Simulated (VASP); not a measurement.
Write the native input for VASP 6.6.1 that does the following.

| Property | Result |
| --- | --- |
| Task | single point |
| Functional | LDA |
| Potentials or basis | VASP PAW LDA potentials, release 64 (Na_pv, H) |
| Cutoff | 520 eV |
| k mesh | 8 × 8 × 8 |
| Occupations | gaussian, width 0.05 eV |
| Spin | no spin polarisation |
| Dipole correction | no |
| Further INCAR settings | ALGO = Normal; EDIFF = 1e-07; NBANDS = 11 |

The structure of NaH lies in POSCAR:

```
NaH
1.0
    0.0000000000      2.4766000000      2.4766000000
    2.4766000000      0.0000000000      2.4766000000
    2.4766000000      2.4766000000      0.0000000000
Na H
1 1
Direct
    0.0000000000      0.0000000000      0.0000000000
    0.5000000000      0.5000000000      0.5000000000
```

The cell isn't the ideal one: strain +0.015 along x and y, +0.015 along z, atoms carried along.

The input as run:

INCAR

```
SYSTEM = NaH
  ALGO = Normal
  EDIFF = 1E-7
  ENCUT = 520
  GGA = CA
  ISIF = 2
  ISMEAR = 0
  LASPH = .TRUE.
  LCHARG = .TRUE.
  LELF = .TRUE.
  LREAL = .FALSE.
  LVHAR = .TRUE.
  LWAVE = .FALSE.
  NBANDS = 11
  NELM = 100
  PREC = Accurate
  SIGMA = 0.05
```

KPOINTS

```
k-points
0
G
  8 8 8
  0 0 0
```

Potentials or basis: VASP PAW LDA potentials, release 64 (Na_pv, H).

Run with:

```bash
$ cat potpaw_LDA.64/Na_pv/POTCAR potpaw_LDA.64/H/POTCAR > POTCAR
$ mpirun -np 1 vasp_std > vasp.out
```

Results of the run:

The pressure is -3.3 GPa and the band gap on the k mesh is 3.30 eV, indirect (least direct gap 4.17 eV).

Wall time 5.9 s on 1 thread of AMD EPYC 9R45 96-Core Processor (Zen 5), with other jobs on the host, peak memory 0.1 GiB.
